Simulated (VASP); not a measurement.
Write the native input for VASP 6.6.1 that does the following.

| Property | Result |
| --- | --- |
| Task | single point |
| Functional | r2SCAN |
| Potentials or basis | VASP PAW PBE potentials, release 64 (Zn, Cu) |
| Cutoff | 900 eV |
| k mesh | 19 × 19 × 19 |
| Occupations | fermi-dirac, width 0.05 eV |
| Spin | no spin polarisation |
| Further INCAR settings | ADDGRID = False; ALGO = Normal; EDIFF = 1e-08 |

The structure of ZnCu lies in POSCAR:

```
ZnCu
1.0
    2.9450000000      0.0000000000      0.0000000000
    0.0000000000      2.9450000000      0.0000000000
    0.0000000000      0.0000000000      2.9450000000
Zn Cu
1 1
Direct
    0.5000000000      0.5000000000      0.5000000000
    0.0000000000      0.0000000000      0.0000000000
```

These files were run (other wordings do the same):

INCAR

```
SYSTEM = ZnCu
PREC     = Accurate       ! precision mode
ENCUT    = 900            ! plane-wave cutoff, eV
EDIFF    = 1E-8           ! SCF threshold, eV
ISMEAR   = -1             ! smearing method
SIGMA    = 0.05           ! smearing width, eV
LREAL    = .FALSE.        ! projectors in reciprocal space
LASPH    = .TRUE.         ! aspherical terms in the spheres
NELM     = 100            ! most SCF steps
ALGO     = Normal         ! electronic algorithm
ISIF     = 2              ! what is computed and relaxed
LWAVE    = .FALSE.        ! write WAVECAR
LCHARG   = .FALSE.        ! write CHGCAR
METAGGA  = R2SCAN         ! meta-GGA
LMIXTAU  = .TRUE.       
ADDGRID  = .FALSE.
```

KPOINTS

```
regular mesh
0
G
  19 19 19
  0 0 0
```

Potentials or basis: VASP PAW PBE potentials, release 64 (Zn, Cu).

Command:

```bash
$ cat potpaw_PBE.64/Zn/POTCAR potpaw_PBE.64/Cu/POTCAR > POTCAR
$ mpirun -np 1 vasp_std > vasp.out
```

Results of the run:

```yaml
Pressure: -2.7 GPa
Band_gap_on_the_k_mesh: none (metal or under the smearing width)
```

Caveat: the PAW data sets were made with another functional, which shifts forces and pressure a little.

Run time: 13 min on 1 thread of Intel(R) Xeon(R) Platinum 8259CL CPU @ 2.50GHz (Skylake/Cascade Lake), with other jobs on the host, peak memory 0.35 GiB.
